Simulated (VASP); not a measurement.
# Te2Pt (Moncheite): single point with PBE

The system is Te2Pt (Moncheite).

```xyz
3
Lattice="4.0100 0.0000 0.0000 -2.0050 3.4728 0.0000 0.0000 0.0000 5.2010" Properties=species:S:1:pos:R:3 pbc="T T T"
Pt    0.0000    0.0000    0.0000
Te    2.0050    1.1576    3.9007
Te    0.0000    2.3152    1.3002
```

```json
{"Program": "VASP 6.6.1", "Task": "single point", "Functional": "PBE", "Potentials or basis": "VASP PAW PBE potentials, release 64 (Pt_GW, Te_GW)", "Cutoff": "500 eV", "k mesh": "4 × 4 × 3", "Occupations": "gaussian, width 0.02 eV", "Spin": "no spin polarisation", "Further INCAR settings": "ALGO = Normal; EDIFF = 1e-06"}
```

```json
{
 "Pressure": "8.2 GPa",
 "Largest force": "0.773 eV/Å",
 "Band gap on the k mesh": "none (metal or under the smearing width)"
}
```

Forces in eV/Å, atoms in the order of the input:
```
Pt   0.000  0.000  0.000
Te   0.000  0.000 -0.773
Te   0.000  0.000  0.773
```

Stress tensor (GPa, compression positive):
```
9.04 0.00 0.00
0.00 9.04 0.00
0.00 0.00 6.43
```

Levels at points of the mesh, in eV from the Fermi level:
| k point | band 8 | band 9 | band 10 | band 11 | band 12 | band 13 | band 14 | band 15 |
| --- | --- | --- | --- | --- | --- | --- | --- | --- |
| (0.00, 0.00, 0.00) | -2.91 | -0.72 | -0.72 | 1.03 | 1.03 | 1.24 | 2.57 | 4.25 |
| (0.50, 0.00, 0.00) | -3.83 | -3.71 | -3.63 | -3.08 | 0.09 | 2.47 | 3.57 | 5.18 |

Run time: 16 s on 1 thread of Intel(R) Xeon(R) Platinum 8488C (Sapphire Rapids) (shared host), peak memory 0.18 GiB.

Caveat: the k mesh is coarse (spacing up to 0.45 Å⁻¹), so the values aren't converged. The run has no spin-orbit coupling, so splittings on Pt, Te are missing.
